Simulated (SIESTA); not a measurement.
Si2W:

```
CELL_PARAMETERS angstrom
4.61685 0.00000 0.00000
-2.30843 3.99831 0.00000
0.00000 0.00000 6.65322
ATOMIC_POSITIONS crystal
W 0.50000 0.00000 0.50000
W 0.50000 0.50000 0.83333
W 0.00000 0.50000 0.16667
Si 0.32725 0.16363 0.16667
Si 0.83637 0.16363 0.83333
Si 0.16363 0.32725 0.50000
Si 0.67275 0.83637 0.16667
Si 0.16363 0.83637 0.83333
Si 0.83637 0.67275 0.50000
```

Measurements of this composition are mostly on another form, of space group No. 139.

Base run:

- Program: SIESTA 5.4.2
- Functional: LDA
- Potentials or basis: PseudoDojo 0.4 standard (LDA files)
- Basis: DZP (energy shift 0.003 Ry; two zetas on semicore shells)
- Grid cutoff: 800 Ry
- Energy shift: 0.003 Ry
- k mesh: 7 × 7 × 4
- Occupations: fermi-dirac, width 0.05 eV
- Spin: no spin polarisation

Its results: band gap on the k mesh 0.27 eV, indirect (least direct gap 0.69 eV); pressure -8.2 GPa.

**Question.** The run is repeated on the same cell with these changes: functional from LDA to PBEsol; potentials or basis from PseudoDojo 0.4 standard (LDA files) to PseudoDojo 0.4 standard (PBEsol files). What comes out?

**Answer.** Band gap on the k mesh 0.29 eV, indirect (least direct gap 0.73 eV); pressure -4.1 GPa.

Caveats: short orbitals over semicore shells can move pressures by several GPa; spin-orbit coupling is left out, which moves the levels of the heavy elements; the mesh misses the band edges, which the band path finds closer together; the basis of atomic orbitals isn't converged, which shifts pressures, moduli and gaps.
